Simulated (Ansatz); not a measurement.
Steps from a short run of molecular dynamics on a 2×2×1 supercell (16 atoms) of AlGaAs2 (ordering on rocksalt), relaxed with r2SCAN; forces from PBE in Ansatz 0.2.0, 2×2×4 mesh, Fermi-Dirac smearing of 0.052 eV, a Langevin thermostat at fixed volume, set at 600 K. Spin polarisation is off, nuclei are classical, and the run is far too short for thermal averages. The structure comes from a prototype and may be hypothetical.

Cell vectors in Å:
```
7.4935 0.0000 0.0000
0.0000 7.4935 0.0000
0.0000 0.0000 5.3000
```

Q: At 6 fs the positions in Å are
```
Al   0.021  -0.006   0.006
As  -0.031   0.018   2.646
Ga   1.896   1.892   2.657
As   1.857   1.879   0.016
Al   0.017   3.714   0.040
As  -0.028   3.757   2.648
Ga   1.856   5.615   2.637
As   1.851   5.610  -0.002
Al   3.749   0.020  -0.023
As   3.750   0.002   2.637
Ga   5.621   1.863   2.663
As   5.619   1.858   0.014
Al   3.766   3.755   0.011
As   3.762   3.748   2.618
Ga   5.638   5.638   2.650
As   5.649   5.608   0.001
```
What are the forces, and how far does the free energy (smearing included) lie above that of step 0, with the atoms on their sites?

A: 0.8 meV an atom; forces in eV/Å:
```
Al  -0.033   0.007  -0.032
As   0.027   0.085   0.025
Ga  -0.053  -0.032   0.025
As   0.120  -0.032  -0.039
Al  -0.061   0.055  -0.104
As   0.001   0.043   0.083
Ga   0.015   0.014   0.027
As   0.185   0.007  -0.020
Al  -0.015  -0.085   0.045
As   0.005  -0.047   0.002
Ga  -0.049   0.053   0.012
As  -0.057  -0.041  -0.037
Al  -0.025   0.002  -0.098
As   0.083   0.006   0.105
Ga  -0.091  -0.019   0.010
As  -0.050  -0.016  -0.002
```

Q: At 8 fs the positions in Å are
```
Al   0.022  -0.006   0.007
As  -0.042   0.024   2.646
Ga   1.903   1.898   2.659
As   1.852   1.880   0.021
Al   0.021   3.705   0.053
As  -0.039   3.760   2.648
Ga   1.848   5.612   2.632
As   1.845   5.605  -0.003
Al   3.750   0.028  -0.033
As   3.753   0.001   2.633
Ga   5.622   1.860   2.667
As   5.620   1.852   0.017
Al   3.770   3.756   0.018
As   3.767   3.747   2.608
Ga   5.645   5.646   2.651
As   5.659   5.605   0.002
```
What are the forces, and how far does the free energy (smearing included) lie above that of step 0, with the atoms on their sites?

A: 1.4 meV an atom; forces in eV/Å:
```
Al  -0.025   0.004  -0.038
As   0.057   0.111   0.031
Ga  -0.070  -0.045   0.034
As   0.156  -0.047  -0.051
Al  -0.080   0.074  -0.136
As   0.005   0.059   0.106
Ga   0.024   0.018   0.037
As   0.233   0.014  -0.029
Al  -0.028  -0.116   0.064
As   0.007  -0.065   0.000
Ga  -0.075   0.075   0.016
As  -0.077  -0.037  -0.050
Al  -0.027   0.008  -0.138
As   0.103   0.009   0.147
Ga  -0.130  -0.031   0.010
As  -0.073  -0.032   0.000
```

Q: At 10 fs the positions in Å are
```
Al   0.023  -0.009   0.011
As  -0.054   0.031   2.646
Ga   1.909   1.905   2.662
As   1.848   1.880   0.025
Al   0.024   3.697   0.063
As  -0.049   3.763   2.648
Ga   1.841   5.612   2.628
As   1.840   5.601  -0.005
Al   3.750   0.039  -0.044
As   3.757   0.000   2.628
Ga   5.622   1.855   2.670
As   5.621   1.847   0.020
Al   3.775   3.759   0.023
As   3.771   3.750   2.598
Ga   5.653   5.651   2.652
As   5.670   5.603   0.004
```
What are the forces, and how far does the free energy (smearing included) lie above that of step 0, with the atoms on their sites?

A: 2.2 meV an atom; forces in eV/Å:
```
Al  -0.015   0.008  -0.049
As   0.098   0.126   0.040
Ga  -0.083  -0.058   0.041
As   0.193  -0.065  -0.061
Al  -0.096   0.096  -0.163
As   0.015   0.067   0.126
Ga   0.035   0.022   0.045
As   0.279   0.016  -0.037
Al  -0.037  -0.150   0.083
As   0.003  -0.081  -0.004
Ga  -0.106   0.106   0.019
As  -0.101  -0.029  -0.065
Al  -0.028   0.012  -0.179
As   0.119   0.016   0.194
Ga  -0.173  -0.039   0.012
As  -0.103  -0.046  -0.003
```

Q: At 12 fs the positions in Å are
```
Al   0.022  -0.011   0.016
As  -0.066   0.038   2.646
Ga   1.916   1.911   2.665
As   1.842   1.883   0.030
Al   0.027   3.688   0.071
As  -0.059   3.766   2.648
Ga   1.834   5.610   2.624
As   1.836   5.598  -0.006
Al   3.751   0.050  -0.053
As   3.759  -0.001   2.623
Ga   5.622   1.850   2.671
As   5.623   1.841   0.022
Al   3.781   3.760   0.028
As   3.774   3.755   2.589
Ga   5.661   5.657   2.652
As   5.681   5.600   0.006
```
What are the forces, and how far does the free energy (smearing included) lie above that of step 0, with the atoms on their sites?

A: 3.3 meV an atom; forces in eV/Å:
```
Al   0.003   0.012  -0.066
As   0.151   0.132   0.055
Ga  -0.098  -0.068   0.052
As   0.240  -0.092  -0.075
Al  -0.113   0.127  -0.183
As   0.031   0.067   0.141
Ga   0.046   0.026   0.053
As   0.322   0.020  -0.047
Al  -0.054  -0.183   0.102
As  -0.008  -0.099  -0.006
Ga  -0.140   0.149   0.023
As  -0.126  -0.021  -0.080
Al  -0.034   0.021  -0.220
As   0.133   0.024   0.242
Ga  -0.219  -0.046   0.016
As  -0.135  -0.066  -0.008
```

Q: At 32 fs the positions in Å are
```
Al   0.011  -0.035   0.004
As  -0.199   0.097   2.642
Ga   1.941   1.995   2.707
As   1.807   1.922   0.086
Al   0.041   3.653   0.144
As  -0.154   3.790   2.641
Ga   1.784   5.597   2.611
As   1.765   5.607  -0.034
Al   3.771   0.098  -0.086
As   3.749  -0.005   2.592
Ga   5.623   1.814   2.712
As   5.660   1.803   0.042
Al   3.798   3.699   0.046
As   3.800   3.781   2.520
Ga   5.687   5.699   2.646
As   5.772   5.580  -0.007
```
What are the forces, and how far does the free energy (smearing included) lie above that of step 0, with the atoms on their sites?

A: 24.3 meV an atom; forces in eV/Å:
```
Al   0.171   0.180  -0.044
As   1.030  -0.110  -0.001
Ga  -0.204  -0.221   0.149
As   0.614  -0.388  -0.260
Al  -0.265   0.354  -0.420
As   0.387  -0.010   0.370
Ga   0.163   0.046   0.041
As   0.752  -0.025  -0.030
Al  -0.190  -0.357   0.124
As  -0.261  -0.205   0.086
Ga  -0.721   0.719   0.042
As  -0.355   0.064  -0.192
Al  -0.024   0.200  -0.543
As   0.162   0.147   0.657
Ga  -0.602  -0.133   0.000
As  -0.657  -0.262   0.022
```

Q: At 36 fs the positions in Å are
```
Al   0.010  -0.041  -0.004
As  -0.212   0.103   2.640
Ga   1.949   2.012   2.715
As   1.802   1.925   0.090
Al   0.048   3.653   0.152
As  -0.172   3.793   2.635
Ga   1.777   5.594   2.616
As   1.749   5.612  -0.046
Al   3.772   0.095  -0.091
As   3.746  -0.006   2.584
Ga   5.623   1.813   2.719
As   5.668   1.792   0.046
Al   3.791   3.685   0.042
As   3.806   3.787   2.504
Ga   5.689   5.713   2.647
As   5.779   5.574  -0.015
```
What are the forces, and how far does the free energy (smearing included) lie above that of step 0, with the atoms on their sites?

A: 29.1 meV an atom; forces in eV/Å:
```
Al   0.160   0.225  -0.029
As   1.175  -0.125  -0.024
Ga  -0.230  -0.239   0.149
As   0.668  -0.425  -0.282
Al  -0.324   0.368  -0.459
As   0.443  -0.012   0.409
Ga   0.182   0.042  -0.002
As   0.833  -0.050   0.018
Al  -0.190  -0.362   0.120
As  -0.286  -0.202   0.106
Ga  -0.802   0.781   0.048
As  -0.402   0.085  -0.215
Al   0.006   0.209  -0.597
As   0.149   0.181   0.733
Ga  -0.651  -0.185  -0.013
As  -0.730  -0.293   0.039
```
